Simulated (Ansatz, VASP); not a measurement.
CdSe in VASP and in Ansatz

File POSCAR:

```
CdSe
1.0
    4.3398318052      0.0000000000      0.0000000000
   -2.1699159026      3.7584045914      0.0000000000
    0.0000000000      0.0000000000      7.0784044757
Cd Se
2 2
Direct
    0.3333333333      0.6666666667     -0.0464857601
    0.6666666667      0.3333333333      0.4535142399
    0.3333333333      0.6666666667      0.4224857601
    0.6666666667      0.3333333333      0.9224857601
```

Contents of INCAR.step1:

```
SYSTEM = CdSe
  PREC = Accurate
  ENCUT = 520
  ISMEAR = 0
  SIGMA = 0.01
  LREAL = .False.
  LASPH = .True.
  NELM = 100
  NBANDS = 26
  GGA = PE
  ALGO = Normal
  EDIFF = 1E-4
  LWAVE = .True.
  LCHARG = .False.
```

Contents of INCAR.step2:

```
SYSTEM = CdSe
  PREC = Accurate
  ENCUT = 520
  EDIFF = 1E-6
  ISMEAR = 0
  SIGMA = 0.01
  LREAL = .False.
  LASPH = .True.
  NELM = 100
  ALGO = Normal
  ISIF = 2
  LWAVE = .False.
  LCHARG = .False.
  METAGGA = R2SCAN
  LMIXTAU = .True.
  NBANDS = 26
  ISTART = 1
```

The input KPOINTS:

```
Automatic mesh
0
Gamma
  9 9 6
  0 0 0
```

Input for Ansatz:

```yaml
crystal:
  lattice:
    - [4.3398318052, 0.0, 0.0]
    - [-2.1699159026, 3.7584045914, 0.0]
    - [0.0, 0.0, 7.0784044757]
  atoms:
    - { symbol: Cd, position: [0.3333333333, 0.6666666667, -0.0464857601] }
    - { symbol: Cd, position: [0.6666666667, 0.3333333333, 0.4535142399] }
    - { symbol: Se, position: [0.3333333333, 0.6666666667, 0.4224857601] }
    - { symbol: Se, position: [0.6666666667, 0.3333333333, 0.9224857601] }
basis:
  ecutwfc: 600.0
  xc_grid: 2
kpoints:
  mp_grid: { grid: [9, 9, 6] }
hamiltonian:
  xc: r2scan
  pseudopotentials: { kind: paw, azcp: { folder: soft_1 } }
scf:
  occupations: { method: fixed }
output:
  forces: true
  stress: true
  eigenvalues: true
  polarization: {}
```

Change from the starting cell: polar distortion scaled by 0.25.

Alike in both runs: task single point; functional r2SCAN; k mesh 9 × 9 × 6; no spin polarisation.

```csv
,VASP,Ansatz
version,VASP 6.6.1,Ansatz 0.2.0
potentials or method,"VASP PAW PBE potentials, release 64 (Cd, Se)","scalar-relativistic, plane waves, PAW"
plane-wave cutoff (eV),520,600
occupations,"gaussian, width 0.01 eV",fixed
valence electrons in the cell,36,72
```

VASP gave:

- gap on the k mesh at the Fermi level (eV): 1.40
- least direct gap on the mesh (eV): 1.40
- pressure (GPa): 3.4
- largest component of the traceless stress (GPa): 5.62
- rms of the force components (eV/Å): 0.251

Question: What did Ansatz give for the same quantities?

Answer: gap on the k mesh at the Fermi level (eV): 1.39; least direct gap on the mesh (eV): 1.39; pressure (GPa): 3.1; largest component of the traceless stress (GPa): 5.38; rms of the force components (eV/Å): 0.245.

Atom by atom the forces differ by 0.006 eV/Å (rms over components). The two sets of potentials don't hold the same shells in valence.

Caveats: the PAW data sets were made with another functional, which shifts forces and pressure a little (VASP); an odd mesh through Γ misses points on the zone boundary, where band edges often lie.
